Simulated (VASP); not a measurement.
# MgO (strained rocksalt): a r²SCAN single-point calculation in VASP

INCAR

```
NSW = 0
EDIFF = 1E-7
NELM = 120
ISMEAR = 0
ISIF = 2
LWAVE = .FALSE.
LASPH = .TRUE.
PREC = Accurate
IBRION = -1
LREAL = .FALSE.
METAGGA = R2SCAN
LCHARG = .FALSE.
SIGMA = 0.01
NBANDS = 11
ENCUT = 520
ALGO = Normal
```

KPOINTS

```
KPOINTS created by Atomic Simulation Environment
0
Gamma
10 10 10
0 0 0
```

KPOINTS_OPT

```
special points
6
Reciprocal
0.0000000000 0.0000000000 0.0000000000 1
0.5000000000 0.0000000000 0.5000000000 1
0.6250000000 0.2500000000 0.6250000000 1
0.3750000000 0.3750000000 0.7500000000 1
0.5000000000 0.5000000000 0.5000000000 1
0.5000000000 0.2500000000 0.7500000000 1
```

POSCAR

```
Mg O
 1.0000000000000000
     0.0000000000000000    2.1231890895999999    2.1231890895999999
     2.1231890895999999    0.0000000000000000    2.1231890895999999
     2.1231890895999999    2.1231890895999999    0.0000000000000000
 Mg  O
   1   1
Cartesian
  0.0000000000000000  0.0000000000000000  0.0000000000000000
  2.1231890895999994  2.1231890895999994  2.1231890895999994
```

VASP ran with the recommended PBE PAW datasets (8 valence electrons in the cell).

Command

```
mpirun -np 1 vasp_std
```

OSZICAR

```
N       E                     dE             d eps       ncg     rms          rms(c)
DAV:   1     0.680823510578E+01    0.68082E+01   -0.47811E+03  1194   0.670E+02
DAV:   2    -0.193350090533E+02   -0.26143E+02   -0.25506E+02  1196   0.139E+02
DAV:   3    -0.198530502823E+02   -0.51804E+00   -0.51762E+00  1269   0.168E+01
DAV:   4    -0.198543975548E+02   -0.13473E-02   -0.13473E-02  1136   0.967E-01
DAV:   5    -0.198544025693E+02   -0.50144E-05   -0.50144E-05  1220   0.586E-02    0.679E+00
DAV:   6    -0.160654830600E+02    0.37889E+01   -0.55944E+00  1082   0.127E+01    0.195E+00
DAV:   7    -0.161400812865E+02   -0.74598E-01   -0.21035E-01  1157   0.334E+00    0.144E+00
DAV:   8    -0.161528707361E+02   -0.12789E-01   -0.62775E-02  1079   0.244E+00    0.526E-01
DAV:   9    -0.161495972603E+02    0.32735E-02   -0.98852E-03  1109   0.656E-01    0.150E-01
DAV:  10    -0.161494777015E+02    0.11956E-03   -0.11469E-03  1160   0.242E-01    0.211E-02
DAV:  11    -0.161494977066E+02   -0.20005E-04   -0.11628E-05  1151   0.309E-02    0.655E-03
DAV:  12    -0.161494996270E+02   -0.19204E-05   -0.35160E-07  1181   0.411E-03    0.391E-03
DAV:  13    -0.161494994309E+02    0.19606E-06   -0.10124E-06  1109   0.679E-03    0.960E-05
DAV:  14    -0.161494991783E+02    0.25267E-06   -0.43102E-09   568   0.619E-04    0.125E-04
DAV:  15    -0.161494990998E+02    0.78450E-07   -0.91686E-10   556   0.187E-04
   1 F= -.16149499E+02 E0= -.16149499E+02  d E =-.259181E-56
       N       E                     dE             ncg
DAV:   1     0.521277620168E+03   -0.18096E+04      132
DAV:   2     0.330364287111E+03   -0.19091E+03      150
DAV:   3     0.326168000304E+03   -0.41963E+01      170
DAV:   4     0.326156885861E+03   -0.11114E-01      144
DAV:   5     0.326156845018E+03   -0.40844E-04      159
DAV:   6     0.326156844812E+03   -0.20537E-06      138
DAV:   7     0.326156844812E+03   -0.58196E-09      146
```

From OUTCAR

```
k-points           NKPTS =     47   k-points in BZ     NKDIM =     47   number of bands    NBANDS=     11

   NELECT =       8.0000    total number of electrons

   dimension x,y,z NGX =    24 NGY =   24 NGZ =   24
   dimension x,y,z NGXF=    48 NGYF=   48 NGZF=   48

  energy-cutoff  :      520.00
  volume of cell :       19.14
      direct lattice vectors                 reciprocal lattice vectors
     0.000000000  2.123189090  2.123189090    -0.235494805  0.235494805  0.235494805
     2.123189090  0.000000000  2.123189090     0.235494805 -0.235494805  0.235494805
     2.123189090  2.123189090  0.000000000     0.235494805  0.235494805 -0.235494805

 k-points in reciprocal lattice and weights: KPOINTS created by Atomic Simulation Env
   0.00000000  0.00000000  0.00000000       0.001
   0.10000000  0.00000000  0.00000000       0.008
   0.20000000  0.00000000  0.00000000       0.008
   0.30000000  0.00000000  0.00000000       0.008
   0.40000000  0.00000000  0.00000000       0.008
   0.50000000  0.00000000  0.00000000       0.004
   0.10000000  0.10000000  0.00000000       0.006
   0.20000000  0.10000000  0.00000000       0.024
   ...

 E-fermi :   2.7090

 k-point     1 :       0.0000    0.0000    0.0000
  band No.  band energies     occupation
      1     -15.4785      2.00000
      2       2.5997      2.00000
      3       2.5997      2.00000
      4       2.5997      2.00000
      5       7.9611      0.00000
      6      19.2890      0.00000
      7      19.2890      0.00000
      8      19.2890      0.00000
      9      23.3650      0.00000
     10      25.1067      0.00000
     11      25.1067      0.00000

 k-point     2 :       0.1000    0.0000    0.0000
  band No.  band energies     occupation
      1     -15.3790      2.00000
      2       1.9775      2.00000
      3       2.5332      2.00000
      4       2.5332      2.00000
      5       8.5768      0.00000
      6      18.0530      0.00000
      7      19.5321      0.00000
      8      19.5321      0.00000
      9      24.3532      0.00000
     10      24.3532      0.00000
     11      25.0123      0.00000

 k-point     3 :       0.2000    0.0000    0.0000
  band No.  band energies     occupation
      1     -15.1067      2.00000
      2       0.6870      2.00000
      3       2.3645      2.00000
      4       2.3645      2.00000
      5       9.7919      0.00000
      6      16.5355      0.00000
      7      20.0169      0.00000
      8      20.0169      0.00000
      9      23.6480      0.00000
     10      23.6480      0.00000
     11      25.9229      0.00000

 k-point     4 :       0.3000    0.0000    0.0000
  band No.  band energies     occupation
      1     -14.7429      2.00000
      2      -0.6122      2.00000
      3       2.1656      2.00000
      4       2.1656      2.00000
      5      10.7783      0.00000
      6      15.8410      0.00000
      7      20.1154      0.00000
      8      20.1154      0.00000
      9      24.1311      0.00000
     10      24.1311      0.00000
     11      25.3251      0.00000

 k-point     5 :       0.4000    0.0000    0.0000
  band No.  band energies     occupation
      1     -14.4206      2.00000
      2      -1.5564      2.00000
      3       2.0116      2.00000
      4       2.0116      2.00000
      5      11.1757      0.00000
      6      15.9385      0.00000
      7      19.8827      0.00000
      8      19.8827      0.00000
      9      24.7842      0.00000
     10      25.4607      0.00000
     11      25.4607      0.00000

 k-point     6 :       0.5000    0.0000    0.0000
  band No.  band energies     occupation
      1     -14.2894      2.00000
      2      -1.9035      2.00000
      3       1.9543      2.00000
      4       1.9543      2.00000
      5      11.2377      0.00000
      6      16.1171      0.00000
      7      19.7637      0.00000
      8      19.7637      0.00000
      9      24.5925      0.00000
     10      26.2474      0.00000
     11      26.2474      0.00000

 k-point     7 :       0.1000    0.1000    0.0000
  band No.  band energies     occupation
      1     -15.3469      2.00000
      2       1.9155      2.00000
      3       2.4489      2.00000
      4       2.4489      2.00000
      5       8.7773      0.00000
      6      17.6824      0.00000
      7      19.6350      0.00000
      8      19.6350      0.00000
      9      23.0982      0.00000
     10      25.4194      0.00000
     11      25.6527      0.00000

 k-point     8 :       0.2000    0.1000    0.0000
  band No.  band energies     occupation
      1     -15.1346      2.00000
      2       0.9652      2.00000
      3       2.2693      2.00000
      4       2.2956      2.00000
      5       9.7930      0.00000
      6      16.4321      0.00000
      7      19.9820      0.00000
      8      20.0602      0.00000
      9      22.0029      0.00000
     10      25.2017      0.00000
     11      27.1468      0.00000

 k-point     9 :       0.3000    0.1000    0.0000
  band No.  band energies     occupation
      1     -14.8036      2.00000
      2      -0.2260      2.00000
      3       2.0596      2.00000
      4       2.0701      2.00000
      5      10.9100      0.00000
      6      15.6268      0.00000
      7      19.6488      0.00000
      8      20.3144      0.00000
      9      22.3862      0.00000
     10      25.3147      0.00000
     11      26.8343      0.00000

 k-point    10 :       0.4000    0.1000    0.0000
  band No.  band energies     occupation
      1     -14.4671      2.00000
      2      -1.2177      2.00000
      3       1.8079      2.00000
      4       1.9250      2.00000
      5      11.5391      0.00000
      6      15.6463      0.00000
      7      19.0465      0.00000
      8      20.1980      0.00000
      9      23.6797      0.00000
     10      26.1604      0.00000
     11      26.3795      0.00000

 k-point    11 :       0.5000    0.1000    0.0000
  band No.  band energies     occupation
      1     -14.2695      2.00000
      2      -1.7331      2.00000
      3       1.6334      2.00000
      4       1.8818      2.00000
      5      11.6974      0.00000
      6      15.9811      0.00000
      7      18.7472      0.00000
      8      20.0355      0.00000
      9      24.8523      0.00000
     10      26.2025      0.00000
     11      26.5535      0.00000

 k-point    12 :      -0.4000    0.1000    0.0000
  band No.  band energies     occupation
      1     -14.3118      2.00000
      2      -1.6217      2.00000
      3       1.5941      2.00000
      4       1.9543      2.00000
      5      11.6868      0.00000
      6      15.9211      0.00000
      7      18.8041      0.00000
      8      20.0803      0.00000
      9      25.3590      0.00000
     10      25.4524      0.00000
     11      26.2172      0.00000

 k-point    13 :      -0.3000    0.1000    0.0000
  band No.  band energies     occupation
      1     -14.5711      2.00000
      2      -0.9203      2.00000
      3       1.7073      2.00000
      4       2.1199      2.00000
      5      11.4134      0.00000
      6      15.6396      0.00000
      7      19.1669      0.00000
      8      20.3891      0.00000
      9      23.5078      0.00000
     10      25.2035      0.00000
     11      26.4930      0.00000

 k-point    14 :      -0.2000    0.1000    0.0000
  band No.  band energies     occupation
      1     -14.9213      2.00000
      2       0.1596      2.00000
      3       1.9522      2.00000
      4       2.3222      2.00000
      5      10.5616      0.00000
      6      15.9307      0.00000
      7      19.5994      0.00000
      8      20.5997      0.00000
      9      22.3465      0.00000
     10      24.5672      0.00000
     11      26.9773      0.00000

 k-point    15 :      -0.1000    0.1000    0.0000
  band No.  band energies     occupation
      1     -15.2228      2.00000
      2       1.2783      2.00000
      3       2.2735      2.00000
      4       2.4834      2.00000
      5       9.3803      0.00000
      6      16.9733      0.00000
      7      19.7055      0.00000
      8      19.9690      0.00000
      9      22.9693      0.00000
     10      24.4714      0.00000
     11      26.5360      0.00000

 k-point    16 :       0.2000    0.2000    0.0000
  band No.  band energies     occupation
      1     -14.9969      2.00000
      2       0.6374      2.00000
      3       2.0809      2.00000
      4       2.0809      2.00000
      5      10.4584      0.00000
      6      15.5436      0.00000
      7      20.2695      0.00000
      8      20.4939      0.00000
      9      20.4939      0.00000
     10      26.3415      0.00000
     11      29.8342      0.00000

 ...

  Total       -0.6933508     -0.6933508     -0.6933508     -0.0000000     -0.0000000      0.0000000
  in kB      -58.0320064    -58.0320064    -58.0320064     -0.0000000     -0.0000000      0.0000000
  external PRESSURE =     -58.0320064 kB  Pullay stress =       0.0000000 kB

 POSITION                                       TOTAL-FORCE (eV/Angst)
 -----------------------------------------------------------------------------------
      0.00000      0.00000      0.00000        -0.000000     -0.000000      0.000000
      2.12319      2.12319      2.12319         0.000000      0.000000      0.000000
 -----------------------------------------------------------------------------------
    total drift:                               -0.000000     -0.000000      0.000000

  FREE ENERGIE OF THE ION-ELECTRON SYSTEM (eV)
  ---------------------------------------------------
  free  energy   TOTEN  =       -16.1494990998 eV

  energy  without entropy=      -16.1494990998  energy(sigma->0) =      -16.14949910
```

```
gap between bands v and c : 5.36 eV
least direct gap          : 5.36 eV
pressure                  : -5.8 GPa
```

Band v is the last that the valence electrons fill when counted band by band, and c is the next.

The run took about 31 s on one core of a shared host (Intel Xeon Platinum 8488C) and held 0.15 GiB at most.
